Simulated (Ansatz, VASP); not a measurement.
## Two plane-wave programs on BN (Qingsongite)

The input INCAR:

```
  PREC = Accurate
  ENCUT = 520
  EDIFF = 1E-6
  ISMEAR = 0
  SIGMA = 0.01
  LREAL = False
  LASPH = True
  NELM = 60
  ALGO = Normal
  ISIF = 2
  LWAVE = False
  LCHARG = False
  GGA = PS
  NBANDS = 11
```

File KPOINTS:

```
regular mesh
0
Gamma
  5 5 5
```

Contents of POSCAR:

```
BN
1.0
    2.5561910000      0.0000000000      0.0000000000
    1.2780955000      2.2137263429      0.0000000000
    1.2780955000      0.7379087810      2.0871212117
B N
1 1
Direct
    0.0000000000      0.0000000000      0.0000000000
    0.2500000000      0.2500000000      0.2500000000
```

Input for Ansatz:

```yaml
crystal:
  lattice:
    a: 2.556191
    b: 2.556191
    c: 2.556191
    alpha: 60.0
    beta: 60.0
    gamma: 60.0
  atoms:
    - { symbol: B, position: [0.0, 0.0, 0.0] }
    - { symbol: "N", position: [0.25, 0.25, 0.25] }
basis:
  ecutwfc: 550.0
kpoints:
  mp_grid:
    grid: [5, 5, 5]
hamiltonian:
  xc: pbesol
scf:
  convergence:
    dr2_threshold: 1.0e-07
  occupations:
    method: fixed
gw:
  n_empty_bands: 100
  ecut_chi: 120.0
  qp_bands: [v1, c1]
```

Alike in both runs: task single point; functional PBEsol; k mesh 5 × 5 × 5; no spin polarisation.

```csv
,VASP,Ansatz
version,VASP 6.6.1,Ansatz 0.2.0
potentials or method,"VASP PAW PBE potentials, release 64 (B, N)","plane waves, PAW"
plane-wave cutoff (eV),520,550
occupations,"gaussian, width 0.01 eV",fixed
valence electrons in the cell,8,8
```

Ansatz gave:

| Item | Value |
| --- | --- |
| gap on the k mesh at the Fermi level (eV) | 4.78 |

Problem. Which values does VASP return?

Solution. gap on the k mesh at the Fermi level (eV): 4.77.

Caveats: the k mesh is coarse (spacing up to 0.60 Å⁻¹), so the values aren't converged; an odd mesh through Γ misses points on the zone boundary, where band edges often lie. Expect the measured gap to be larger: semilocal functionals such as PBEsol lack the derivative discontinuity.
